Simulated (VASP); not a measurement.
# PbTe in VASP: relaxing the cell with several functionals

Cell and atoms of PbTe built on the zincblende prototype are relaxed with PBEsol and LDA. The results are then set beside those of Ansatz 0.2.0 from the same starts. This is a trial cell built on a prototype, not taken from a measured structure, and it needn't be the compound's ground state.

Program: VASP 6.6.1. PAW datasets, plane waves, zero pressure. Note: simulated data, non-magnetic, for a generated structure that need not be the stable one.

## Step 1: Starting point

The cell comes from an earlier relaxation with PBE in another program.

The symmetry is F-43m (No. 216, cubic); a = 7.331 Å in the conventional setting, 49.25 Å³ an atom. Around Pb lie 4 Te at 3.17 Å; around Te lie 4 Pb at 3.17 Å.

As a file:

```cif
data_structure
_symmetry_space_group_name_H-M 'P 1'
_symmetry_Int_Tables_number 1
_cell_length_a 5.1837
_cell_length_b 5.1837
_cell_length_c 5.1837
_cell_angle_alpha 60.000
_cell_angle_beta 60.000
_cell_angle_gamma 60.000
_cell_volume 98.49
loop_
_atom_site_label
_atom_site_type_symbol
_atom_site_fract_x
_atom_site_fract_y
_atom_site_fract_z
_atom_site_occupancy
Pb1 Pb 0.00000 0.00000 0.00000 1
Te1 Te 0.25000 0.25000 0.25000 1
```

## Step 2: Relaxing with PBEsol

Contents of INCAR:

```
ENCUT = 600.000000
SIGMA = 0.020000
EDIFF = 1.00e-07
EDIFFG = -5.00e-03
GGA = PS
PREC = Accurate
IBRION = 2
ISIF = 3
ISMEAR = -1
NBANDS = 17
NELM = 120
NSW = 40
LASPH = .TRUE.
LCHARG = .FALSE.
LWAVE = .FALSE.
LREAL = .FALSE.
```

Contents of KPOINTS:

```
KPOINTS created by Atomic Simulation Environment
0
Gamma
6 6 6
0 0 0
```

Contents of POSCAR:

```
Pb Te
 1.0000000000000000
     0.0000000000000000    3.6654227788881641    3.6654227788881641
     3.6654227788881641   -0.0000000000000000    3.6654227788881641
     3.6654227788881641    3.6654227788881641   -0.0000000000000000
 Pb  Te
   1   1
Cartesian
 -0.0000000000000000 -0.0000000000000000 -0.0000000000000000
  1.8327113894440821  1.8327113894440821  1.8327113894440821
```

The run uses the recommended PBE PAW datasets (20 valence electrons a neutral cell).

Started as:

```bash
> mpirun -np 1 vasp_std
```

The first run moved the cell so far that it was started again from its end, on a fresh basis. The second run's POSCAR:

```
Pb Te
 1.0000000000000000
     0.0000000000000000    3.6033162388251476    3.6033162388251476
     3.6033162388251476    0.0000000000000000    3.6033162388251476
     3.6033162388251476    3.6033162388251476    0.0000000000000000
 Pb  Te
   1   1
Cartesian
  0.0000000000000000  0.0000000000000000  0.0000000000000000
  1.8016581194125738  1.8016581194125738  1.8016581194125738
```

The files below are the second run's.

Standard output, without the iteration lines:

```text
POSCAR found type information on POSCAR PbTe
 POSCAR found :  2 types and       2 ions
 -----------------------------------------------------------------------------
|                                                                             |
|                                                                             |
|     You enforced a specific xc type in the INCAR file but a different       |
|     I HOPE YOU KNOW WHAT YOU ARE DOING!                                     |
|                                                                             |
 -----------------------------------------------------------------------------

 LDA part: xc-table for (Slater+PW92), standard interpolation
 POSCAR, INCAR and KPOINTS ok, starting setup
 FFT: planning ... GRIDC
 FFT: planning ... GRID_SOFT
 FFT: planning ... GRID
 WAVECAR not read
 WARNING: random wavefunctions but no delay for mixing, default for NELMDL
 entering main loop
 curvature:   0.00 expect dE= 0.000E+00 dE for cont linesearch  0.000E+00
 search vector abs. value=  0.624E-06
 reached required accuracy - stopping structural energy minimisation
```

OSZICAR:

```text
N       E                     dE             d eps       ncg     rms          rms(c)
DAV:   1     0.163292325694E+03    0.16329E+03   -0.92804E+03   544   0.116E+03
DAV:   2     0.478583873019E+01   -0.15851E+03   -0.15384E+03   562   0.293E+02
DAV:   3    -0.751367457572E+01   -0.12300E+02   -0.12249E+02   697   0.904E+01
DAV:   4    -0.788182978994E+01   -0.36816E+00   -0.36801E+00   695   0.191E+01
DAV:   5    -0.789198022093E+01   -0.10150E-01   -0.10150E-01   715   0.251E+00    0.366E+00
DAV:   6    -0.770247833525E+01    0.18950E+00   -0.44694E-01   771   0.394E+00    0.227E+00
DAV:   7    -0.769347907525E+01    0.89993E-02   -0.10512E-01   589   0.129E+00    0.994E-01
DAV:   8    -0.769511924374E+01   -0.16402E-02   -0.11771E-02   622   0.928E-01    0.201E-01
DAV:   9    -0.769545486436E+01   -0.33562E-03   -0.24017E-03   627   0.368E-01    0.573E-02
DAV:  10    -0.769569746965E+01   -0.24261E-03   -0.48007E-04   606   0.130E-01    0.383E-02
DAV:  11    -0.769582304156E+01   -0.12557E-03   -0.23936E-04   584   0.730E-02    0.358E-02
DAV:  12    -0.769582240495E+01    0.63661E-06   -0.82387E-06   664   0.161E-02    0.210E-02
DAV:  13    -0.769582351047E+01   -0.11055E-05   -0.29045E-06   568   0.710E-03    0.705E-03
DAV:  14    -0.769582356652E+01   -0.56046E-07   -0.60258E-07   674   0.736E-03
   1 F= -.76958236E+01 E0= -.76958236E+01  d E =-.769582E+01
```

From OUTCAR:

```text
k-points           NKPTS =     16   k-points in BZ     NKDIM =     16   number of bands    NBANDS=     17

   NELECT =      20.0000    total number of electrons

   dimension x,y,z NGX =    42 NGY =   42 NGZ =   42
   dimension x,y,z NGXF=    84 NGYF=   84 NGZF=   84

  energy-cutoff  :      600.00
  volume of cell :       93.57
      direct lattice vectors                 reciprocal lattice vectors
     0.000000000  3.603316239  3.603316239    -0.138761065  0.138761065  0.138761065
     3.603316239  0.000000000  3.603316239     0.138761065 -0.138761065  0.138761065
     3.603316239  3.603316239  0.000000000     0.138761065  0.138761065 -0.138761065

 k-points in reciprocal lattice and weights: KPOINTS created by Atomic Simulation Env
   0.00000000  0.00000000  0.00000000       0.005
   0.16666667  0.00000000  0.00000000       0.037
   0.33333333  0.00000000  0.00000000       0.037
   0.50000000  0.00000000  0.00000000       0.019
   0.16666667  0.16666667  0.00000000       0.028
   0.33333333  0.16666667  0.00000000       0.111
   0.50000000  0.16666667  0.00000000       0.111
  -0.33333333  0.16666667  0.00000000       0.111
[... 8 more k-points ...]

 E-fermi :   3.1063

 k-point     1 :       0.0000    0.0000    0.0000
  band No.  band energies     occupation
      1     -13.9557      2.00000
      2     -13.9557      2.00000
      3     -13.9557      2.00000
      4     -13.9267      2.00000
      5     -13.9267      2.00000
      6      -8.6545      2.00000
      7      -3.2427      2.00000
      8       1.4080      2.00000
      9       1.4080      2.00000
     10       1.4080      2.00000
     11       4.4028      0.00000
     12       4.4028      0.00000
     13       4.4028      0.00000
     14       6.8816      0.00000
     15       9.9756      0.00000
     16       9.9756      0.00000
     17      10.7939      0.00000

 k-point     2 :       0.1667    0.0000    0.0000
  band No.  band energies     occupation
      1     -13.9586      2.00000
      2     -13.9542      2.00000
      3     -13.9542      2.00000
      4     -13.9267      2.00000
      5     -13.9267      2.00000
      6      -8.5051      2.00000
      7      -3.6863      2.00000
      8       1.2296      2.00000
      9       1.2296      2.00000
     10       1.3382      2.00000
     11       4.5994      0.00000
     12       4.6871      0.00000
     13       4.6871      0.00000
     14       7.8075      0.00000
     15       9.3615      0.00000
     16       9.3615      0.00000
     17      10.2643      0.00000

 k-point     3 :       0.3333    0.0000    0.0000
  band No.  band energies     occupation
      1     -13.9644      2.00000
      2     -13.9515      2.00000
      3     -13.9515      2.00000
      4     -13.9263      2.00000
      5     -13.9263      2.00000
      6      -8.1378      2.00000
      7      -4.5471      2.00000
      8       0.9431      2.00000
      9       0.9431      2.00000
     10       1.0550      2.00000
     11       5.1053      0.00000
     12       5.1053      0.00000
     13       5.7171      0.00000
     14       8.5106      0.00000
     15       9.4758      0.00000
     16       9.4758      0.00000
     17      10.6140      0.00000

 k-point     4 :       0.5000    0.0000    0.0000
  band No.  band energies     occupation
      1     -13.9673      2.00000
      2     -13.9503      2.00000
      3     -13.9503      2.00000
      4     -13.9259      2.00000
      5     -13.9259      2.00000
      6      -7.8951      2.00000
      7      -5.0043      2.00000
      8       0.8227      2.00000
      9       0.8227      2.00000
     10       0.9035      2.00000
     11       5.2373      0.00000
     12       5.2373      0.00000
     13       6.7328      0.00000
     14       8.5849      0.00000
     15       9.7432      0.00000
     16      10.2436      0.00000
     17      10.2436      0.00000

[... the tables of k-points 5 to 16 left out ...]

  Total       -0.0029374     -0.0029374     -0.0029374      0.0000000      0.0000000      0.0000000
  in kB       -0.0502966     -0.0502966     -0.0502966      0.0000000      0.0000000      0.0000000
  external PRESSURE =      -0.0502966 kB  Pullay stress =       0.0000000 kB

 POSITION                                       TOTAL-FORCE (eV/Angst)
 -----------------------------------------------------------------------------------
      0.00000      0.00000      0.00000        -0.000000     -0.000000     -0.000000
      1.80166      1.80166      1.80166         0.000000      0.000000      0.000000
 -----------------------------------------------------------------------------------
    total drift:                                0.000000      0.000000      0.000000

  FREE ENERGIE OF THE ION-ELECTRON SYSTEM (eV)
  ---------------------------------------------------
  free  energy   TOTEN  =        -7.6958235665 eV

  energy  without entropy=       -7.6958235592  energy(sigma->0) =       -7.69582356
```

CONTCAR

```
Pb Te
   1.00000000000000
     0.0000000000000000    3.6033162388251476    3.6033162388251476
     3.6033162388251476    0.0000000000000000    3.6033162388251476
     3.6033162388251476    3.6033162388251476    0.0000000000000000
  Pb              Te
     1     1
Direct
     0.0000000000000000    0.0000000000000000    0.0000000000000000
     0.2500000000000000    0.2500000000000000    0.2500000000000000

  0.00000000E+00  0.00000000E+00  0.00000000E+00
  0.00000000E+00  0.00000000E+00  0.00000000E+00
```

Hardware: 1 MPI rank of Intel Xeon Platinum 8488C, shared host.

```
                       before   after   change
                a (Å)   7.331   7.207  -1.69 %
     volume (Å³/atom)  49.246  46.785  -5.00 %
shortest distance (Å)   3.174   3.121  -1.69 %
          space group   F-43m   F-43m     same
```

## Step 3: Relaxing with LDA

Edit INCAR of step 2 so:

```diff
@@ -4,3 +4,3 @@
 EDIFFG = -5.00e-03
-GGA = PS
+GGA = CA
 PREC = Accurate
```

KPOINTS is that of step 2.

POSCAR is that of step 2.

The run uses the recommended LDA PAW datasets (20 valence electrons a neutral cell).

Started as:

```bash
> mpirun -np 1 vasp_std
```

The first run moved the cell so far that it was started again from its end, on a fresh basis. The second run's POSCAR:

```
Pb Te
 1.0000000000000000
     0.0000000000000000    3.5656715575307110    3.5656715575307110
     3.5656715575307110    0.0000000000000000    3.5656715575307110
     3.5656715575307110    3.5656715575307110    0.0000000000000000
 Pb  Te
   1   1
Cartesian
  0.0000000000000000  0.0000000000000000  0.0000000000000000
  1.7828357787653555  1.7828357787653555  1.7828357787653555
```

The files below are the second run's.

Printed to the terminal (iteration lines stand in OSZICAR):

```text
POSCAR found type information on POSCAR PbTe
 POSCAR found :  2 types and       2 ions
 LDA part: xc-table for (Slater(with rela. corr.)+CA(PZ))
 , standard interpolation
 POSCAR, INCAR and KPOINTS ok, starting setup
 FFT: planning ... GRIDC
 FFT: planning ... GRID_SOFT
 FFT: planning ... GRID
 WAVECAR not read
 WARNING: random wavefunctions but no delay for mixing, default for NELMDL
 entering main loop
 curvature:   0.00 expect dE= 0.000E+00 dE for cont linesearch  0.000E+00
 search vector abs. value=  0.232E-05
 reached required accuracy - stopping structural energy minimisation
```

OSZICAR:

```text
N       E                     dE             d eps       ncg     rms          rms(c)
DAV:   1     0.159110568391E+03    0.15911E+03   -0.95152E+03   544   0.117E+03
DAV:   2     0.365436370163E+01   -0.15546E+03   -0.15046E+03   573   0.291E+02
DAV:   3    -0.796578053637E+01   -0.11620E+02   -0.11563E+02   730   0.877E+01
DAV:   4    -0.831425531299E+01   -0.34847E+00   -0.34820E+00   664   0.183E+01
DAV:   5    -0.832626369072E+01   -0.12008E-01   -0.12008E-01   810   0.281E+00    0.390E+00
DAV:   6    -0.814715143479E+01    0.17911E+00   -0.41138E-01   771   0.376E+00    0.246E+00
DAV:   7    -0.813379541486E+01    0.13356E-01   -0.91747E-02   612   0.119E+00    0.103E+00
DAV:   8    -0.813234805366E+01    0.14474E-02   -0.96210E-03   669   0.818E-01    0.185E-01
DAV:   9    -0.813230150948E+01    0.46544E-04   -0.18995E-03   710   0.320E-01    0.427E-02
DAV:  10    -0.813231270773E+01   -0.11198E-04   -0.21773E-04   667   0.894E-02    0.315E-02
DAV:  11    -0.813233728248E+01   -0.24575E-04   -0.65795E-05   602   0.432E-02    0.285E-02
DAV:  12    -0.813233569301E+01    0.15895E-05   -0.60830E-06   647   0.139E-02    0.175E-02
DAV:  13    -0.813233564910E+01    0.43904E-07   -0.65636E-07   658   0.396E-03
   1 F= -.81323356E+01 E0= -.81323356E+01  d E =-.813234E+01
```

OUTCAR, selected sections:

```text
k-points           NKPTS =     16   k-points in BZ     NKDIM =     16   number of bands    NBANDS=     17

   NELECT =      20.0000    total number of electrons

   dimension x,y,z NGX =    40 NGY =   40 NGZ =   40
   dimension x,y,z NGXF=    80 NGYF=   80 NGZF=   80

  energy-cutoff  :      600.00
  volume of cell :       90.67
      direct lattice vectors                 reciprocal lattice vectors
     0.000000000  3.565671558  3.565671558    -0.140226039  0.140226039  0.140226039
     3.565671558  0.000000000  3.565671558     0.140226039 -0.140226039  0.140226039
     3.565671558  3.565671558  0.000000000     0.140226039  0.140226039 -0.140226039

 k-points in reciprocal lattice and weights: KPOINTS created by Atomic Simulation Env
   0.00000000  0.00000000  0.00000000       0.005
   0.16666667  0.00000000  0.00000000       0.037
   0.33333333  0.00000000  0.00000000       0.037
   0.50000000  0.00000000  0.00000000       0.019
   0.16666667  0.16666667  0.00000000       0.028
   0.33333333  0.16666667  0.00000000       0.111
   0.50000000  0.16666667  0.00000000       0.111
  -0.33333333  0.16666667  0.00000000       0.111
[... 8 more k-points ...]

 E-fermi :   3.2299

 k-point     1 :       0.0000    0.0000    0.0000
  band No.  band energies     occupation
      1     -13.8116      2.00000
      2     -13.8116      2.00000
      3     -13.8116      2.00000
      4     -13.7762      2.00000
      5     -13.7762      2.00000
      6      -8.6722      2.00000
      7      -3.0045      2.00000
      8       1.5317      2.00000
      9       1.5317      2.00000
     10       1.5317      2.00000
     11       4.5264      0.00000
     12       4.5264      0.00000
     13       4.5264      0.00000
     14       6.9651      0.00000
     15      10.1669      0.00000
     16      10.1669      0.00000
     17      10.9047      0.00000

 k-point     2 :       0.1667    0.0000    0.0000
  band No.  band energies     occupation
      1     -13.8152      2.00000
      2     -13.8099      2.00000
      3     -13.8099      2.00000
      4     -13.7762      2.00000
      5     -13.7762      2.00000
      6      -8.5150      2.00000
      7      -3.4854      2.00000
      8       1.3422      2.00000
      9       1.3422      2.00000
     10       1.4597      2.00000
     11       4.7298      0.00000
     12       4.8228      0.00000
     13       4.8228      0.00000
     14       7.9272      0.00000
     15       9.5085      0.00000
     16       9.5085      0.00000
     17      10.3569      0.00000

 k-point     3 :       0.3333    0.0000    0.0000
  band No.  band energies     occupation
      1     -13.8222      2.00000
      2     -13.8068      2.00000
      3     -13.8068      2.00000
      4     -13.7758      2.00000
      5     -13.7758      2.00000
      6      -8.1268      2.00000
      7      -4.4092      2.00000
      8       1.0406      2.00000
      9       1.0406      2.00000
     10       1.1603      2.00000
     11       5.2504      0.00000
     12       5.2504      0.00000
     13       5.9032      0.00000
     14       8.5959      0.00000
     15       9.6305      0.00000
     16       9.6305      0.00000
     17      10.7971      0.00000

 k-point     4 :       0.5000    0.0000    0.0000
  band No.  band energies     occupation
      1     -13.8257      2.00000
      2     -13.8054      2.00000
      3     -13.8054      2.00000
      4     -13.7754      2.00000
      5     -13.7754      2.00000
      6      -7.8682      2.00000
      7      -4.8987      2.00000
      8       0.9143      2.00000
      9       0.9143      2.00000
     10       1.0023      2.00000
     11       5.3806      0.00000
     12       5.3806      0.00000
     13       6.9623      0.00000
     14       8.6685      0.00000
     15       9.9317      0.00000
     16      10.4270      0.00000
     17      10.4270      0.00000

[... the tables of k-points 5 to 16 left out ...]

  Total       -0.0056650     -0.0056650     -0.0056650      0.0000000      0.0000000     -0.0000000
  in kB       -0.1001043     -0.1001043     -0.1001043      0.0000000      0.0000000     -0.0000000
  external PRESSURE =      -0.1001043 kB  Pullay stress =       0.0000000 kB

 POSITION                                       TOTAL-FORCE (eV/Angst)
 -----------------------------------------------------------------------------------
      0.00000      0.00000      0.00000         0.000000      0.000000      0.000000
      1.78284      1.78284      1.78284        -0.000000     -0.000000     -0.000000
 -----------------------------------------------------------------------------------
    total drift:                                0.000000      0.000000      0.000000

  FREE ENERGIE OF THE ION-ELECTRON SYSTEM (eV)
  ---------------------------------------------------
  free  energy   TOTEN  =        -8.1323356491 eV

  energy  without entropy=       -8.1323354702  energy(sigma->0) =       -8.13233556
```

CONTCAR

```
Pb Te
   1.00000000000000
     0.0000000000000000    3.5656715575307110    3.5656715575307110
     3.5656715575307110    0.0000000000000000    3.5656715575307110
     3.5656715575307110    3.5656715575307110    0.0000000000000000
  Pb              Te
     1     1
Direct
     0.0000000000000000    0.0000000000000000    0.0000000000000000
     0.2500000000000000    0.2500000000000000    0.2500000000000000

  0.00000000E+00  0.00000000E+00  0.00000000E+00
  0.00000000E+00  0.00000000E+00  0.00000000E+00
```

Hardware: 1 MPI rank of Intel Xeon Platinum 8488C, shared host.

|  | before | after | change |
| --- | --- | --- | --- |
| a (Å) | 7.331 | 7.131 | -2.72 % |
| volume (Å³/atom) | 49.246 | 45.334 | -7.94 % |
| shortest distance (Å) | 3.174 | 3.088 | -2.72 % |
| space group | F-43m | F-43m | same |

## Step 4: Results

| level | a (Å) | volume (Å³/atom) | space group | Ansatz: volume (Å³/atom) |
| --- | --- | --- | --- | --- |
| PBEsol | 7.207 | 46.785 | F-43m | 46.783 |
| LDA | 7.131 | 45.334 | F-43m | 45.142 |

The PBEsol run changed the volume by -5.0 % from its own start of 49.25 Å³/atom. LDA gives the smallest cell and PBEsol the largest, 3.2 % apart in volume. The two programs differ by at most 0.42 % in volume, much less than the spread of the functionals. Datasets and cutoffs are each program's own. VASP's cell holds 20 valence electrons and Ansatz's 30. LDA means the Perdew–Zunger form in VASP and the Perdew–Wang form in Ansatz.
